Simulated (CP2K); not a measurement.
## TiSi under changes of volume

One of the cells (14.630 Å³/atom); the others are scaled copies at fixed shape and fractional positions:

```
CELL_PARAMETERS angstrom
2.78977 0.00000 0.00000
-0.42506 2.75720 0.00000
0.00000 0.00000 3.80393
ATOMIC_POSITIONS crystal
Ti 0.50000 0.50000 0.00000
Si 0.00000 0.00000 0.50000
```

The cell comes from a database or a generator and needn't be the stable form of this composition.

- Program: CP2K 2026.2
- Functional: PBEsol
- Potentials or basis: POTENTIAL_UZH Ti GTH-PBE-q12, Si GTH-PBE-q4; TZVP-MOLOPT-PBE-GTH basis
- Density cutoff: 6123 eV
- k mesh: 10 × 10 × 7
- Occupations: fermi-dirac, width 0.05 eV
- Spin: no spin polarisation

```csv
volume (Å³/atom),energy over the lowest point (meV/atom),pressure (GPa)
13.752,8.93,5.8
14.045,?,?
14.337,0.00,-0.7
14.630,3.90,-3.5
14.922,12.69,-6.1
15.215,25.91,-8.3
15.508,43.06,-10.4
```

Task: What does the run at 14.045 Å³/atom give?

Result: Energy over the lowest point 1.50 meV/atom; pressure 2.4 GPa.

Worked out: A Birch-Murnaghan fit of order 3 (a polynomial in V^(-2/3)) to the other rows has its minimum at 14.27 Å³/atom with B0 = V·E''(V) = 148 GPa and B' = 4.1 at fixed shape and positions, which overstates the stiffness. It gives 1.46 meV/atom at 14.045 Å³/atom, against the run's 1.50, and -dE/dV = 2.4 GPa, against 2.4.

Energies are extrapolated to zero smearing.

Caveats: the potentials were made for another functional, which shifts forces and pressure; the basis of atomic orbitals isn't converged, which shifts pressures, moduli and gaps.
